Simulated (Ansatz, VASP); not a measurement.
Two plane-wave programs on CaSe

```
Ca Se
1.0
     0.00000    3.26382    3.26382
     3.26382    0.00000    3.26382
     3.26382    3.26382    0.00000
Ca Se
1 1
Direct
  0.00000 0.00000 0.00000
  0.25000 0.25000 0.25000
```

Change from the starting cell: hydrostatic strain -0.5%.

Alike in both runs: task single point; functional r2SCAN; k mesh 6 × 6 × 6; no spin polarisation.

|  | VASP | Ansatz |
| --- | --- | --- |
| version | VASP 6.6.1 | Ansatz 0.2.0 |
| potentials or method | VASP PAW PBE potentials, release 64 (Ca_sv, Se) | plane waves, PAW |
| plane-wave cutoff (eV) | 520 | 500 |
| occupations | gaussian, width 0.01 eV | fixed |
| valence electrons in the cell | 16 | 26 |

Ansatz gave:

| Property | Result |
| --- | --- |
| gap on the k mesh at the Fermi level (eV) | 3.75 |
| pressure (GPa) | 0.5 |

Task: Which values does VASP return?

Result: gap on the k mesh at the Fermi level (eV): 3.74; pressure (GPa): 0.7.

The two sets of potentials don't hold the same shells in valence.

Caveats: the PAW data sets were made with another functional, which shifts forces and pressure a little (VASP). A k mesh can miss the band edges.
